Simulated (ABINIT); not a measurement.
Here is an ABINIT 10.8.3 (patched build) calculation.

run.abi

```
# Datasets: one volume each
ndtset 7
getwfk -1
scalecart1 3*0.9795861087
scalecart2 3*0.9864848297
scalecart3 3*0.9932883884
scalecart4 3*1.0000000000
scalecart5 3*1.0066227096
scalecart6 3*1.0131594038
scalecart7 3*1.0196128224

# Pseudopotentials
pp_dirpath "./"
pseudos "As.GGA_PBE-JTH.xml, B.GGA_PBE-JTH.xml"

# Structure
acell 3*1.0
rprim
     0.0000000000     4.5136108487     4.5136108487
     4.5136108487     0.0000000000     4.5136108487
     4.5136108487     4.5136108487     0.0000000000
ntypat 2
znucl 33 5
natom 2
typat 1 2
xred
     0.7500000000     0.7500000000     0.7500000000
     0.0000000000     0.0000000000     0.0000000000

# Plane-wave basis
ecut 272.113862 eV
pawecutdg 20.0

# k points
kptopt 1
ngkpt 10 10 10
nshiftk 1
shiftk 0.0 0.0 0.0

# Exchange and correlation
ixc 11

# Bands and occupations
nband 13
occopt 3
tsmear 0.00183747

# SCF cycle
nstep 100
tolvrs 1.0e-9

# Output
iomode 3
prtwf 1
prtden 0
prteig 0
prtebands 0
enunit 2
```

Potentials or basis: JTH PAW PBE v2.0.

Launch:

```console
$ abinit run.abi > log 2>&1
```

(1) Estimate the equilibrium volume.

(2) Estimate the pressure derivative of the bulk modulus.

(3) Predict the bulk modulus.

## Answers

(1) 13.91 Å³/atom.

(2) 3.9 (rough: it moves with the points fitted).

(3) 128 GPa.

Caveat: the cutoff is too short for stress, so the log's stress isn't used; pressures at fixed basis lie under the slope of the energies.

**Experimental background.**

From “Basic Physical Properties of Cubic Boron Arsenide”, 2019, arxiv:1911.11281, for a bulk crystal of BAs: bulk modulus 148 GPa.

A measured bulk modulus of BAs is 148 GPa (quoted in “Basic Physical Properties of Cubic Boron Arsenide”, 2019, arxiv:1911.11281); the calculated 128 GPa misses it by -13.2 %. The fit is for a static lattice scaled at fixed shape and fixed fractional positions.
